Zinc selenide can serve as the window layer of a solar cell or as the active material of a blue-green light emitter. In both uses the band gap decides which light is absorbed or emitted. An engineer wants that gap from a density-functional calculation and must choose a functional, decide whether to include spin-orbit coupling, and judge whether the answer is good enough. The table gives the gap from nine functionals with the atoms held in the same places.

GPAW 26.7.0, plane-wave PAW density-functional theory for zinc-blende ZnSe in one fixed two-atom cell (edges 4.008 Å), with a 600 eV cutoff, a 7 × 7 × 7 k mesh and Fermi-Dirac smearing of 0.05 eV. The gaps include spin-orbit coupling, added after the self-consistent run, and are taken along the path Γ–X–W–K–Γ–L–U–W–L–K|U–X.

```
functional                                           potentials  gap on path (eV)  direct gap on path (eV)
       LDA                 GPAW-PAW-data-sets-(gpaw-data-1.2.1)             0.906                    0.906
      AM05  PAW-data-sets-made-by gpaw-setup-for-the-functional             1.147                    1.147
  BEEF-vdW                 GPAW-PAW-data-sets-(gpaw-data-1.2.1)             1.314                    1.314
       MS2                 GPAW-PAW-data-sets-(gpaw-data-1.2.1)             1.527                    1.527
      TPSS                 GPAW-PAW-data-sets-(gpaw-data-1.2.1)             1.330                    1.330
optB88-vdW                 GPAW-PAW-data-sets-(gpaw-data-1.2.1)             1.130                    1.130
optPBE-vdW                 GPAW-PAW-data-sets-(gpaw-data-1.2.1)             1.220                    1.220
    r4SCAN                 GPAW-PAW-data-sets-(gpaw-data-1.2.1)             1.632                    1.632
    vdW-DF                 GPAW-PAW-data-sets-(gpaw-data-1.2.1)             1.314                    1.314
```

"Gap on path" is the distance from the highest occupied to the lowest empty state along the band path. "Direct gap on path" is the smallest such distance at a single wave vector. The two agree in every row, so light can bridge the gap without help from a lattice vibration.

**(a) By how much does spin-orbit coupling change the gap, and must this be worked out anew for each functional?**

*Solution.* The top of the valence band consists mainly of Se p orbitals. Without spin-orbit coupling it holds three orbitals of equal energy, or six states with spin. The coupling splits them into four upper states and two lower ones, a distance Δ apart. Because it leaves their average energy unchanged, the four must rise by Δ/3 while the two sink by 2Δ/3.

The bottom of the conduction band is s-like and has no orbital moment for the spin to couple to, so it stays where it is. The gap therefore shrinks by Δ/3. The same runs show the outcome: in AM05 the valence top rises from 3.798 to 3.933 eV, while the conduction minimum doesn't move. The energy of the two lower states isn't given, so the share of one third rests on the argument above.

Δ is set close to the nuclei, mostly that of Se, where the electric field is strongest and the choice of functional alters it little. This suggests a model with a single constant: gap with coupling = gap without coupling − Δ/3. Fitted to all nine rows, the constant is 0.133 eV. For r4SCAN, which was part of the fit, the gap without coupling is 1.762 eV, and the model gives 1.762 − 0.133 = 1.629 eV against the computed 1.632 eV.

The largest miss, for MS2, is 0.006 eV. The three meta-GGAs (MS2, TPSS and r4SCAN) all have a slightly smaller lowering than the other rows. Their spin-orbit step leaves out the exchange-correlation potential, but that potential adds little to the field near the nucleus and is expected to explain only a small part of the difference. A change in the make-up of the valence top, such as its share of Zn d, could also contribute; no run isolates the cause. The analysis printed after this text gives the lowering row by row.

One calculation with spin-orbit coupling is thus enough to correct all nine gaps to within about 0.01 eV of their own computed values. Agreement with nature is another matter. In tests on other systems, the makers of these data found spin-orbit splittings that were too wide; the runs here don't show whether that holds for ZnSe. For ZnSe, three times the mean lowering implies Δ ≈ 0.40 eV, close to the measured splitting of about 0.4 eV (a recalled value), so any such error in the gap is expected to be small beside the spread between functionals.

**(b) Why do the functionals disagree, and what does each level get wrong?**

*Solution.* The gap that matters in a device is the energy needed to take an electron out of the filled bands and put it, free of the hole, into the empty ones. In exact theory the potential felt by the electrons jumps upward by a constant as soon as one electron is added to the filled bands. LDA and the gradient-corrected functionals (GGAs) compute a smooth potential from the density, and this jump is missing from their band gaps. That is the standard reason why such gaps come out too small, and LDA has the smallest here.

A GGA also looks at how fast the density changes from place to place. This reshapes the potential around each atom and moves valence and conduction states by different amounts, since they occupy different regions. AM05, a GGA, lies 0.24 eV above LDA. The gap has grown, but the missing jump has not been supplied.

The functionals with "vdW" in their names add a non-local correlation term, designed for weak attraction between distant fragments. Three of them, optB88-vdW, optPBE-vdW and vdW-DF, share the same correlation and differ in their exchange part. Their gaps still spread over 0.18 eV (the optB88-vdW run also used the program's older code path). Within this group the differences therefore come mainly from the exchange, and a van der Waals label is no guide to the size of the gap.

The meta-GGAs use one more ingredient, the kinetic energy density, which is built from the slopes of the occupied orbitals. The potential then acts on the slope of each orbital as well as on its value. Two states that see the same density can be shifted differently, and part of the missing jump can enter the band gap. How much enters depends on how strongly the functional responds to this ingredient.

That argument fits the order in the table. TPSS, whose form depends rather weakly on this ingredient, lies 0.18 eV above AM05, the only plain GGA here, but only 0.02 eV above vdW-DF, a difference too small to interpret. MS2 and r4SCAN respond more strongly and have the two largest gaps, with MS2 0.20 eV above TPSS. Being a meta-GGA is thus not enough to lift the gap clear of all the simpler functionals; the way the functional uses its extra ingredient seems to matter as well.

The band energies of AM05 and r4SCAN, taken before spin-orbit coupling is added, show what the opening looks like. At the zone centre, where the gap lies, r4SCAN separates the highest filled and lowest empty bands by 0.48 eV more than AM05. Across the whole mesh of wave vectors the extra separation stays between 0.38 and 0.49 eV. At each wave vector the lowest empty band thus moves away from the highest filled one by a similar amount, roughly as a missing constant would require. The shift is not rigid, though. Counted from the valence top, the lowest empty band rises by 0.48 eV at the zone centre but by only 0.33 eV at the point of least change, and the deep Se s band sinks from 13.24 to 13.73 eV below the valence top, which a constant added to the empty bands would not do. Empty bands at higher energy can shift by more. The comparison doesn't prove the cause, since the two functionals also differ in their gradient terms and in the potentials used for the atomic cores.

The Zn 3d electrons bring in a further error. At the zone centre they form a twofold level, 6.2 eV below the valence top in AM05 and 6.3 eV in r4SCAN, and a threefold level, 6.56 and 6.69 eV below it. Only the threefold level has the symmetry to mix with Se p there. Photoemission finds these states markedly deeper. Functionals of these kinds bind such compact states too weakly, because each electron partly repels itself. Lying too close to the Se p states, the 3d states push the valence top up and narrow the gap. The threefold level sits 0.36 eV below the twofold one in AM05 and 0.41 eV in r4SCAN, a rough measure of this repulsion. It is no weaker in r4SCAN, so the effect is expected to explain little of its wider gap, and correcting the 3d position should recover only a small part of a shortfall of more than 1 eV.

**(c) Which level should be used for which purpose, and at what cost?**

*Solution.* The measured gap is roughly 2.8 eV, a recalled value. Against it LDA falls short by about 1.9 eV and r4SCAN by about 1.2 eV. The best choice in the table thus removes only about two fifths of LDA's error.

For a window layer this is decisive. A gap E in eV corresponds to an absorption threshold of 1240/E in nanometres, which for r4SCAN gives 1240/1.632 ≈ 760 nm, at the red end of the visible range. Every other row puts the threshold further into the infrared. All nine functionals would therefore have ZnSe absorb practically all visible light, whereas the real material lets most of it through. None of them should be used to predict an absorption edge or an emission colour.

For comparisons, the accuracy needed is often about 0.1 eV, for example when ranking related semiconductors by their gaps. Changing the functional can move the gap by several times that. All materials in such a comparison should therefore be computed with the same functional, and even then an error that differs between them will remain.

The cell needs the same care. At the common geometry LDA is under a tension of 3.6 GPa, while TPSS is compressed by 1.7 GPa. The gap of ZnSe grows under compression, so letting each functional find its own volume would raise the LDA gap and lower that of TPSS, by roughly 0.25 and 0.12 eV if a recalled pressure coefficient is used. That would bring the two to about 1.16 and 1.21 eV, so the lower part of the ranking holds only for this fixed cell. MS2 and r4SCAN are under slight tension and are expected to keep their lead.

For the shape of the bands the demands are milder. Because the opening from AM05 to r4SCAN is nearly uniform, moving the empty AM05 bands up as a block reproduces the r4SCAN separation between the highest filled and the lowest empty band to about 0.1 eV. That holds at each wave vector separately. The relative heights of the conduction valleys are matched less well: at the point of least change the lowest empty band lies 1.78 eV above its minimum in AM05 and 1.63 eV in r4SCAN. For the highest empty bands the match is poorer still. The same shift is often used to bring a cheap band structure to a measured gap. Whether it works equally well for the true bands of ZnSe is not tested here.

The table holds no timings, but the scaling is known. LDA and GGAs are cheapest; the non-local correlation adds some Fourier transforms, and a meta-GGA adds work for each orbital, so all nine remain of similar order. Spin-orbit coupling, added once after the self-consistent run, costs little. Hybrid functionals and GW, the usual routes to a realistic gap, are much dearer because they couple pairs of states and wave vectors.

Among these nine, r4SCAN comes closest to the measured gap, but it still misses by more than 1 eV, and one material can't show that it would lead elsewhere. For a gap meant to match experiment, a hybrid functional or GW is the next step, and its result should be checked against the measured value.

The lead of r4SCAN also carries an open question. The AM05 row uses core potentials made for that functional, while the standard sets used for the meta-GGAs were generated with other functionals. Repeating r4SCAN with an all-electron code, which needs no such potentials, would show how much of the opening remains.

The analysis program printed:

```
Gaps in eV and absorption threshold in nm:
         row  without spin-orbit  with spin-orbit  lowering  rough shortfall  threshold nm
         LDA               1.044            0.906    0.1378            1.894          1369
        AM05               1.281            1.147    0.1342            1.653          1081
    BEEF-vdW                1.45            1.314    0.1355            1.486         943.7
         MS2               1.654            1.527    0.1272            1.273           812
        TPSS                1.46             1.33    0.1303             1.47         932.3
  optB88-vdW               1.266             1.13    0.1357             1.67          1097
  optPBE-vdW               1.355             1.22    0.1346             1.58          1016
      r4SCAN               1.762            1.632    0.1299            1.168         759.8
      vdW-DF               1.448            1.314    0.1344            1.486         943.7
fit of shift on 9 rows: constant 0.1333 +/- 0.0011; rms 0.00321, worst MS2 0.00607, leave-one-out rms 0.00361
Spin-orbit splitting implied by three times the mean lowering (eV): 0.3999
Mean lowering in the meta-GGAs (eV): 0.1291
Mean lowering in the other functionals (eV): 0.1354
Spread of the gaps with spin-orbit coupling (eV): 0.726
Step from LDA to AM05 (eV): 0.241
Step from optB88-vdW to vdW-DF (eV): 0.184
Step from vdW-DF to TPSS (eV): 0.016
Step from TPSS to MS2 (eV): 0.197
Step from MS2 to r4SCAN (eV): 0.105
Share of the rough LDA shortfall removed by r4SCAN (percent): 38.33
Band separation r4SCAN less AM05 at Gamma (eV): 0.4807
Band separation r4SCAN less AM05 at the mesh point of least change (eV): 0.3776
Band separation r4SCAN less AM05 at the mesh point of most change (eV): 0.4899
Highest Zn 3d level below the valence top at Gamma in AM05 (eV): 6.203
Highest Zn 3d level below the valence top at Gamma in r4SCAN (eV): 6.283
Order of magnitude of the gap change on relaxing the LDA cell (eV): 0.2534
Order of magnitude of the gap change on relaxing the TPSS cell (eV): -0.1169
```
